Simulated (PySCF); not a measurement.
Aniline, C6H7N.
SMILES with atom numbers: `[NH2:1][c:2]1[cH:3][cH:4][cH:5][cH:6][cH:7]1` (hydrogens: H8, H9 on N1; H10 on C3; H11 on C4; H12 on C5; H13 on C6; H14 on C7)

Theory: PBE/6-31+G* geometry optimisation, gas phase (PySCF 2.14.0).

Task: Give the optimised bond lengths and angles.

Result: 
```json
{"bond": "N1–C2", "length (bohr)": "2.649"}
{"bond": "C2–C3, C2–C7", "length (bohr)": "2.672"}
{"bond": "C3–C4, C6–C7", "length (bohr)": "2.648"}
{"bond": "C4–C5, C5–C6", "length (bohr)": "2.655"}
{"bond": "N1–H8, N1–H9", "length (bohr)": "1.928"}
{"bond": "C3–H10, C7–H14", "length (bohr)": "2.073"}
{"bond": "C4–H11, C6–H13", "length (bohr)": "2.071"}
{"bond": "C5–H12", "length (bohr)": "2.068"}
```

Bonds in one row agree within 0.02 bohr and their mean is given. A selection of angles:
```json
{"angle": "C2–N1–H8", "degrees": "115.3"}
{"angle": "H8–N1–H9", "degrees": "111.6"}
{"angle": "N1–C2–C3", "degrees": "120.6"}
{"angle": "C3–C2–C7", "degrees": "118.6"}
{"angle": "C2–C3–C4", "degrees": "120.5"}
{"angle": "C2–C3–H10", "degrees": "119.5"}
{"angle": "C4–C3–H10", "degrees": "120.0"}
{"angle": "C3–C4–C5", "degrees": "120.8"}
{"angle": "C3–C4–H11", "degrees": "119.2"}
{"angle": "C5–C4–H11", "degrees": "120.1"}
{"angle": "C4–C5–C6", "degrees": "118.9"}
{"angle": "C4–C5–H12", "degrees": "120.6"}
```

N1 (aniline-type nitrogen) is pyramidal (angles 115.3°, 115.3° and 111.6°, sum 342.1°, 0.28 Å off the plane of its three neighbours). Of the pairs four or more bonds apart, H9···H10 is among the closest relative to their van der Waals radii: 2.44 Å, 102 % of the sum of Bondi's values. The 7 heavy atoms lie in one plane (0.016 Å rms). The 6-membered ring C2–C3–C4–C5–C6–C7 has internal angles of 118.6° to 120.8°; it is planar, 0.00 Å rms from its mean plane, widest ring torsion 0°.

Point group: Cs (every atom within 0.08 Å of its image). No frequency check.

On one thread of an Intel Xeon 6975P-C, shared host with 192 logical CPUs at a one-minute load of 30, this took 37 s wall and 0.58 GiB of memory at its peak. That covers the optimisation of the geometry.
